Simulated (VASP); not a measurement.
# Cr (Im-3m) in VASP: a series of runs

One crystal, Cr, is run at these levels: PBEsol; tasks: relaxation of cell and atoms, electrostatic potential.

Program: VASP 6.6.1. These are calculated values, not measurements. Logs are shortened: lines on timing, memory, paths and dates and some standing lists are left out, and cuts for length are marked.

## Step 1: Starting point

Symmetry: Im-3m, No. 229, cubic system. The conventional cell has a = 2.800 Å, b = 2.800 Å, c = 2.800 Å, α = 90.00°, β = 90.00°, γ = 90.00°. Cr (site symmetry m-3m) has 8 Cr at 2.42 Å as nearest neighbours.

The cell was built by a generator and needn't be a form met in nature.

## Step 2: Relaxation of cell and atoms, PBEsol

INCAR reads:

```
PREC = Accurate ; ENCUT = 600
EDIFF = 1E-7 ; ISMEAR = 1
SIGMA = 0.1 ; LREAL = F
LASPH = T ; NELM = 120
ALGO = Normal ; ISIF = 3
LWAVE = F ; LCHARG = F
GGA = PS ; IBRION = 2
NSW = 40 ; EDIFFG = -0.005
```

KPOINTS reads:

```
Automatic mesh
0
Gamma
  20 20 20
```

POSCAR reads:

```
Cr
1.0
   -1.4000000000      1.4000000000      1.4000000000
    1.4000000000     -1.4000000000      1.4000000000
    1.4000000000      1.4000000000     -1.4000000000
Cr
1
Direct
    0.0000000000      0.0000000000      0.0000000000
```

Potentials or basis: VASP PAW PBE potentials, release 64 (Cr_pv).

Launch:

```console
> cat potpaw_PBE.64/Cr_pv/POTCAR > POTCAR
> mpirun -np 1 vasp_std > vasp.out
```

OUTCAR:

```text
PREC = Accurate
   ENCUT = 600
   EDIFF = 1E-7
   ISMEAR = 1
   LREAL = F
   LASPH = T
   NELM = 120
   ISIF = 3
   GGA = PS
   IBRION = 2
   NSW = 40
   EDIFFG = -0.005

 ion  position               nearest neighbor table
   1  0.000  0.000  0.000-

  LATTYP: Found a body centered cubic cell.
 ALAT       =     2.8000000000

  Lattice vectors:

 A1 = (  -1.4000000000,   1.4000000000,   1.4000000000)
 A2 = (   1.4000000000,  -1.4000000000,   1.4000000000)
 A3 = (   1.4000000000,   1.4000000000,  -1.4000000000)

Analysis of symmetry for initial positions (statically):
=====================================================================
 Subroutine PRICEL returns:
 Original cell was already a primitive cell.

 Routine SETGRP: Setting up the symmetry group for a
 body centered cubic supercell.

 Subroutine GETGRP returns: Found 48 space group operations
 (whereof 48 operations were pure point group operations)
 out of a pool of 48 trial point group operations.

The static configuration has the point symmetry O_h .

Analysis of symmetry for dynamics (positions and initial velocities):
=====================================================================
 Subroutine PRICEL returns:
 Original cell was already a primitive cell.

 Routine SETGRP: Setting up the symmetry group for a
 body centered cubic supercell.

 Subroutine GETGRP returns: Found 48 space group operations
 (whereof 48 operations were pure point group operations)
 out of a pool of 48 trial point group operations.

The dynamic configuration has the point symmetry O_h .

 Subroutine INISYM returns: Found 48 space group operations
 (whereof 48 operations are pure point group operations),
 and found     1 'primitive' translations

----------------------------------------------------------------------------------------

                                     Primitive cell

  volume of cell :      10.9760

  direct lattice vectors                    reciprocal lattice vectors
    -1.400000000  1.400000000  1.400000000     0.000000000  0.357142857  0.357142857
     1.400000000 -1.400000000  1.400000000     0.357142857  0.000000000  0.357142857
     1.400000000  1.400000000 -1.400000000     0.357142857  0.357142857  0.000000000

  length of vectors
     2.424871131  2.424871131  2.424871131     0.505076272  0.505076272  0.505076272

  position of ions in fractional coordinates (direct lattice)
     0.000000000  0.000000000  0.000000000

  ion indices of the primitive-cell ions
   primitive index   ion index
                 1           1

----------------------------------------------------------------------------------------

 KPOINTS: Automatic mesh

Automatic generation of k-mesh.
 Grid dimensions read from file:
 generate k-points for:   20   20   20

 Generating k-lattice:

  Cartesian coordinates                     Fractional coordinates (reciprocal lattice)
     0.000000000  0.017857143  0.017857143     0.050000000  0.000000000  0.000000000
     0.017857143  0.000000000  0.017857143     0.000000000  0.050000000  0.000000000
     0.017857143  0.017857143  0.000000000     0.000000000  0.000000000  0.050000000

  Length of vectors
     0.025253814  0.025253814  0.025253814

  Shift w.r.t. Gamma in fractional coordinates (k-lattice)
     0.000000000  0.000000000  0.000000000

 Subroutine IBZKPT returns following result:
 ===========================================

 Found    256 irreducible k-points:

 Following reciprocal coordinates:
            Coordinates               Weight
  0.000000  0.000000  0.000000      1.000000
  0.050000  0.000000  0.000000     12.000000
  0.100000  0.000000  0.000000     12.000000
  0.150000  0.000000  0.000000     12.000000
  0.200000  0.000000  0.000000     12.000000
  0.250000  0.000000  0.000000     12.000000
[... 16 lines left out ...]
  0.200000  0.100000 -0.000000     48.000000
  0.250000  0.100000  0.000000     48.000000
 [... further k-points ...]
   k-points           NKPTS =    256   k-points in BZ     NKDIM =    256   number of bands    NBANDS=     10
   number of dos      NEDOS =    301   number of ions     NIONS =      1
   total plane-waves  NPLWV =   8000
   dimension x,y,z NGX =    20 NGY =   20 NGZ =   20
   dimension x,y,z NGXF=    40 NGYF=   40 NGZF=   40
   ions per type =               1
   NGX,Y,Z   is equivalent  to a cutoff of  13.71, 13.71, 13.71 a.u.
   NGXF,Y,Z  is equivalent  to a cutoff of  27.42, 27.42, 27.42 a.u.
 SYSTEM =  unknown system
   PREC   = accura    normal or accurate (medium, high low for compatibility)
   ISTART =      0    job   : 0-new  1-cont  2-samecut
   ICHARG =      2    charge: 1-file 2-atom 10-const
   ISPIN  =      1    spin polarized calculation?
   LNONCOLLINEAR =      F non collinear calculations
   LSORBIT =      F    spin-orbit coupling
   LASPH  =      T    aspherical Exc in radial PAW
   ENCUT  =  600.0 eV  44.10 Ry    6.64 a.u.   4.84  4.84  4.84*2*pi/ulx,y,z
   NELM   =    120;   NELMIN=  2; NELMDL= -5     # of ELM steps
   EDIFF  = 0.1E-06   stopping-criterion for ELM
   LREAL  =      F    real-space projection
   EDIFFG = -.5E-02   stopping-criterion for IOM
   NSW    =     40    number of steps for IOM
   IBRION =      2    ionic relax: 0-MD 1-quasi-New 2-CG
   NFREE  =      1    steps in history (QN), initial steepest desc. (CG)
   ISIF   =      3    stress and relaxation
   ISYM   =      2    0-nonsym 1-usesym 2-fastsym
   POTIM  = 0.5000    time-step for ionic-motion
   TEBEG  =    0.0;   TEEND  =   0.0 temperature during run
   PSTRESS=    0.0 pullay stress
   NELECT =      12.0000    total number of electrons
   NUPDOWN=      -1.0000    fix difference up-down
   EMIN   =  10.00;   EMAX   =-10.00  energy-range for DOS
   EFERMI =   0.00;   METHOD = LEGACY
   ISMEAR =     1;   SIGMA  =   0.10  broadening in eV -4-tet -1-fermi 0-gaus
   EFERMI_NEDOS =   21; number of points for ismear=-14 and -15
   IALGO  =     38    algorithm
   IMIX   =      4    mixing-type and parameters
     AMIX     =   0.40;   BMIX     =  1.00
     AMIX_MAG =   1.60;   BMIX_MAG =  1.00
  volume/ion in A,a.u.               =      10.98        74.07
  Fermi-wavevector in a.u.,A,eV,Ry     =   1.686503  3.187029 38.698964  2.844294
  Thomas-Fermi vector in A             =   2.769157
   LORBIT       =      0    0 simple, 1 ext, 2 COOP (PROOUT), +10 PAW based schemes
   GGA     = PS    functional components
   LHFCALC =     F    Hartree Fock is set to
   AEXX    =    0.0000 exact exchange contribution
   IVDW    =     0    specifies the selected vdW correction
   LEPSILON=     F    determine dielectric tensor
   LRPA    =     F    only Hartree local field effects (RPA)
 conjugate gradient relaxation of ions
 non-spin polarized calculation
 Methfessel and Paxton  Order N= 1 SIGMA  =   0.10
  energy-cutoff  :      600.00
  volume of cell :       10.98
 maximum number of plane-waves:       378
   NGX =  9   NGY =  9   NGZ =  9

--------------------------------------- Ionic step        1  -------------------------------------------

 number of electron      12.0000009 magnetization

 Free energy of the ion-electron system (eV)
  ---------------------------------------------------
  ext. energy  EPLUGINS =         0.00000000
  ---------------------------------------------------
  free energy    TOTEN  =       -10.24209055 eV

  energy without entropy =      -10.24201255  energy(sigma->0) =      -10.24206455

------------------------ aborting loop because EDIFF is reached ----------------------------------------

  FORCE on cell =-STRESS in cart. coord.  units (eV):
  Direction    XX          YY          ZZ          XY          YZ          ZX
  --------------------------------------------------------------------------------------
  -------------------------------------------------------------------------------------
  Total        0.2579235      0.2579235      0.2579235     -0.0000000      0.0000000     -0.0000000
  in kB       37.6493390     37.6493390     37.6493390     -0.0000000      0.0000000     -0.0000000
  external PRESSURE =      37.6493390 kB  Pullay stress =       0.0000000 kB
[... 55 lines left out ...]
  energy  without entropy=      -10.2378357970  energy(sigma->0) =      -10.23798069

--------------------------------------- Ionic step        3  -------------------------------------------

 number of electron      12.0000008 magnetization

 Free energy of the ion-electron system (eV)
  ---------------------------------------------------
  ext. energy  EPLUGINS =         0.00000000
  ---------------------------------------------------
  free energy    TOTEN  =       -10.24373746 eV

  energy without entropy =      -10.24361053  energy(sigma->0) =      -10.24369515

 E-fermi :  11.3980     XC(G=0): -14.0590

 val. band max:       11.3890992221   @ k =   0.1000   0.0500   0.0500
 cond. band min:      11.4116165825   @ k =   0.4500   0.1000   0.0000
 fundamental gap:      0.0225173604
 Fermi energy:        11.3979731365

 k-point     1 :       0.0000    0.0000    0.0000
  band No.  band energies     occupation
      1     -31.1515      2.00000
      2     -31.1515      2.00000
      3     -31.1515      2.00000
      4       3.3563      2.00000
      5      10.4158      2.00000
      6      10.4158      2.00000
      7      10.4158      2.00000
      8      12.5457     -0.00000
      9      12.5457     -0.00000
     10      18.4858      0.00000
[... 287 lines left out ...]
 k-point    24 :       0.2500    0.1000    0.0000
  band No.  band energies     occupation
      1     -31.8580      2.00000
      2     -31.3779      2.00000
      3     -31.1917      2.00000
      4       6.5961      2.00000
      5       9.3026      2.00000
      6       9.8712      2.00000
      7      12.1612     -0.00000
      8      12.8524     -0.00000
      9      13.2427     -0.00000
     10      18.4853      0.00000

 [... further k-points ...]

------------------------ aborting loop because EDIFF is reached ----------------------------------------

  FORCE on cell =-STRESS in cart. coord.  units (eV):
  Direction    XX          YY          ZZ          XY          YZ          ZX
  --------------------------------------------------------------------------------------
  -------------------------------------------------------------------------------------
  Total       -0.0025244     -0.0025244     -0.0025244      0.0000000     -0.0000000      0.0000000
  in kB       -0.3637435     -0.3637435     -0.3637435      0.0000000     -0.0000000      0.0000000
  external PRESSURE =      -0.3637435 kB  Pullay stress =       0.0000000 kB
[... 16 lines left out ...]
  FREE ENERGIE OF THE ION-ELECTRON SYSTEM (eV)
  ---------------------------------------------------
  free  energy   TOTEN  =       -10.2437374639 eV

  energy  without entropy=      -10.2436105287  energy(sigma->0) =      -10.24369515

 reached required accuracy - stopping structural energy minimisation
```

It took 23 s on 1 thread of Intel Xeon 6975P-C (Granite Rapids), shared host; peak memory 0.16 GiB.

What came out:

| Quantity | Value |
| --- | --- |
| Free energy | -10.2437 eV |
| Relaxed volume | 11.12 Å³/atom |
| Relaxed cell | a = 2.435 Å, b = 2.435 Å, c = 2.435 Å, α = 109.47°, β = 109.47°, γ = 109.47° |
| Space group after relaxing (to 0.05 Å) | Im-3m (No. 229) |
| Energy gained by relaxing | 1.6 meV/atom |
| Ionic steps | 3 |
| Pressure after relaxing | 0.0 GPa |
| Band gap on the k mesh | none (metal or under the smearing width) |

The path:
```
step  energy change (eV)  largest force (eV/Å)  pressure (GPa)  volume (Å³)
   1              0.0000                0.0000            3.76        10.98
   2              0.0040                0.0000           -6.55        11.39
   3             -0.0016                0.0000           -0.04        11.12
```

Final structure:
```xyz
1
Lattice="-1.4061 1.4061 1.4061 1.4061 -1.4061 1.4061 1.4061 1.4061 -1.4061" Properties=species:S:1:pos:R:3 pbc="T T T"
Cr    0.0000    0.0000    0.0000
```

Caveat: the PAW data sets were made with another functional, which shifts forces and pressure a little; the run has no spin polarisation, though such a crystal can be magnetic. Spin polarisation is off, so any magnetic state and its effect on volume and gap are missing.

## Step 3: Electrostatic potential, PBEsol

This run uses another cell than the first one, of 11.12 Å³/atom, 1.013 times its volume.

INCAR reads:

```
SYSTEM = Cr
PREC = Accurate
ENCUT = 520
EDIFF = 1E-7
ISMEAR = 1
SIGMA = 0.1
LREAL = .FALSE.
LASPH = .TRUE.
NELM = 150
ALGO = Normal
ISIF = 2
LWAVE = .FALSE.
LCHARG = .TRUE.
GGA = PS
LVHAR = .TRUE.
```

KPOINTS reads:

```
Automatic mesh
0
G
  20 20 20
  0 0 0
```

POSCAR reads:

```
Cr                                      
1.0
   -1.4060670203      1.4060670203      1.4060670203
    1.4060670203     -1.4060670203      1.4060670203
    1.4060670203      1.4060670203     -1.4060670203
  Cr            
     1
Direct
     0.0000000000000000    0.0000000000000000    0.0000000000000000
```

Potentials or basis: VASP PAW PBE potentials, release 64 (Cr_pv).

Launch:

```console
> cat potpaw_PBE.64/Cr_pv/POTCAR > POTCAR
> mpirun -np 1 vasp_std > vasp.out
```

Run time: 9.4 s. Hardware: 1 thread of Intel Xeon 6975P-C (Granite Rapids), shared host; peak memory 0.14 GiB.

Results (log left out):

* Free energy: -10.2439 eV
* Pressure: 0.0 GPa
* Band gap on the k mesh: none (metal or under the smearing width)

Levels at points of the mesh, in eV from the Fermi level:
| k point | band 2 | band 3 | band 4 | band 5 | band 6 | band 7 | band 8 | band 9 | band 10 |
| --- | --- | --- | --- | --- | --- | --- | --- | --- | --- |
| (0.00, 0.00, 0.00) | -42.55 | -42.55 | -8.04 | -0.98 | -0.98 | -0.98 | 1.15 | 1.15 | 7.09 |
| (0.50, 0.00, 0.00) | -42.88 | -42.56 | -4.67 | -2.62 | 1.17 | 1.18 | 1.51 | 3.00 | 7.09 |
| (0.50, 0.50, 0.50) | -43.26 | -43.26 | -4.61 | -4.61 | 2.58 | 2.58 | 2.58 | 7.09 | 10.90 |

Caveat: the PAW data sets were made with another functional, which shifts forces and pressure a little; the run has no spin polarisation, though such a crystal can be magnetic. Spin polarisation is off, so any magnetic state and its effect on volume and gap are missing.
